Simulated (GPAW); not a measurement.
**Ti in GPAW: convergence with k mesh**

Input of the first run (k mesh 2 × 2 × 3); the others differ in this setting and in those tied to it:

Contents of run.py:

```python
import json
import numpy as np
from ase.dft.bandgap import bandgap
from ase.io import read, write
from ase.units import GPa
from gpaw import GPAW, PW

atoms = read('Ti.xyz')

calc = GPAW(mode=PW(450),
            xc='PBE',
            kpts={'size': (2, 2, 3), 'gamma': True},
            occupations={'name': 'fermi-dirac', 'width': 0.05},
            nbands=34,
            convergence={'density': 1e-05, 'energy': 1e-05},
            maxiter=150,
            txt='gpaw.txt')
atoms.calc = calc
energy = atoms.get_potential_energy()
forces = atoms.get_forces()
stress = atoms.get_stress()
calc.write('gs.gpw')
write('result.traj', atoms)
print(f'Energy: {energy:.6f} eV')
print('Forces (eV/A):')
print(forces.round(4))
print('Stress (GPa):', (stress / GPa).round(3))
print('Fermi level:', round(calc.get_fermi_level(), 4), 'eV')
print(f'Gap: {bandgap(calc)[0]:.4f} eV, direct: {bandgap(calc, direct=True)[0]:.4f} eV')

size = (4, 4, 6)
dense = calc.fixed_density(kpts={'size': size, 'gamma': True}, update_fermi_level=True,
                           convergence={'bands': 'CBM+2.0', 'eigenstates': 1e-7}, txt='dense.txt')
ef = dense.get_fermi_level()
index = np.round(dense.get_bz_k_points() * size).astype(int) % size
recip = 2 * np.pi * atoms.cell.reciprocal()
sheets = []
for s, e_kn in enumerate(dense.eigenvalues()):
    for n in range(e_kn.shape[1] - 2):
        if e_kn[:, n].min() < ef < e_kn[:, n].max():
            e = np.empty(size)
            e[tuple(index.T)] = e_kn[dense.get_bz_to_ibz_map(), n] - ef
            de = np.array([(np.roll(e, -1, c) - np.roll(e, 1, c)) * size[c] / 2 for c in range(3)])
            v = np.linalg.norm(np.einsum('vc,cxyz->vxyz', np.linalg.inv(recip), de), axis=0)
            w = np.exp(-(e / 0.1)**2) / (0.1 * np.pi**0.5)
            sheets.append({'spin': s, 'band': n, 'filled': (e < 0).mean(), 'dos': w.mean(), 'bottom': e.min(), 'top': e.max(),
                           'velocity': (w * v).sum() / w.sum() * 1.519267e5, 'slice': e[:, :, 0].round(3).tolist()})
            print(f'spin {s} band {n}: filled share {sheets[-1]["filled"]:.3f}, from {e.min():.3f} to {e.max():.3f} eV,',
                  f'{w.mean():.3f} states/eV, mean velocity {sheets[-1]["velocity"]:.3e} m/s')
print('Fermi level on the dense mesh:', round(ef, 4), 'eV,', len(sheets), 'sheets')
json.dump({'ef': ef, 'sheets': sheets}, open('fermi.json', 'w'))
```

Contents of Ti.xyz:

```xyz
3
Lattice="4.5673748306 0.0000000000 0.0000000000 -2.2836874153 3.9554626319 0.0000000000 0.0000000000 0.0000000000 2.8262442700" Properties=species:S:1:pos:R:3 pbc="T T T"
Ti     2.2836874155      1.3184875438      1.4131221350
Ti    -0.0000000002      2.6369750881      1.4131221350
Ti     0.0000000000      0.0000000000      0.0000000000
```

Potentials or basis: GPAW PAW data sets (gpaw-data 1.2.1), pw.

Launch:

```console
$ OMP_NUM_THREADS=1 python run.py
```

This isn't the form of Ti at room conditions, which is hcp.

Hardware: 1 thread of Arm Neoverse N1, with other jobs on the host.

```tsv
k mesh	energy less the tightest run, at zero smearing (meV/atom)	pressure (GPa)	SCF cycles	CPU time (s)	peak memory (GiB)
2 × 2 × 3	-0.99	-1.74	11	20	0.17
3 × 3 × 4	-25.12	-0.07	12	34	0.18
3 × 3 × 5	-11.63	0.36	12	38	0.19
4 × 4 × 6	-1.78	0.34	12	53	0.2
5 × 5 × 7	5.16	0.61	12	81	0.22
6 × 6 × 9	2.40	0.63	12	120	0.27
7 × 7 × 10	0.00	0.51	12	180	0.33
```

Not settled before the last step: the energy (to 1 meV/atom), the pressure (to 0.1 GPa). Meshes of other sizes hit other points, so gaps and Fermi surfaces needn't settle smoothly. The tightest run that finished is the yardstick and may itself not be fully converged.

Caveat, for the tightest run too: the cutoff is short for stress and forces, so pressures can be off by a GPa or more.
